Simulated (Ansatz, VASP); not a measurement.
## One calculation of BiTe, two programs

```
Bi Te
1.0
     0.00000    3.23500    3.23500
     3.23500    0.00000    3.23500
     3.23500    3.23500    0.00000
Bi Te
1 1
Direct
  0.00000 0.00000 0.00000
  0.50000 0.50000 0.50000
```

Alike in both runs: task relaxation of cell and atoms; functional PBEsol; k mesh 7 × 7 × 7; occupations fermi-dirac, width 0.05 eV; no spin polarisation.

|  | VASP | Ansatz |
| --- | --- | --- |
| version | VASP 6.6.1 | Ansatz 0.2.0 |
| potentials or method | VASP PAW PBE potentials, release 64 (Bi_d, Te) | Ansatz PAW |
| plane-wave cutoff (eV) | 600 | 420 |
| valence electrons in the cell | 21 | 31 |

Ansatz gave:

* gap on the k mesh at the Fermi level, each at its own relaxed structure (eV): none
* relaxed volume (Å³/atom): 32.84
* relaxed cell length with the largest relative difference (Å): 4.529
* energy change over the relaxation (meV/atom): -5

**Question.** Which values does VASP return?

**Answer.** gap on the k mesh at the Fermi level, each at its own relaxed structure (eV): none; relaxed volume (Å³/atom): 32.82; relaxed cell length with the largest relative difference (Å): 4.528; energy change over the relaxation (meV/atom): -5.

A gap of «none» marks a metal or a gap that the smearing closes. The two sets of potentials don't hold the same shells in valence.

Caveats: spin-orbit coupling is left out, which moves the levels of the heavy elements; the PAW data sets were made with another functional, which shifts forces and pressure a little (VASP); the plane-wave basis is chosen anew once the cell has moved, so the energies of steps on either side of that aren't comparable (Ansatz); the PAW data sets come from PBE, with cores solved anew for the run's functional, which leaves a small shift of forces and pressure (Ansatz).
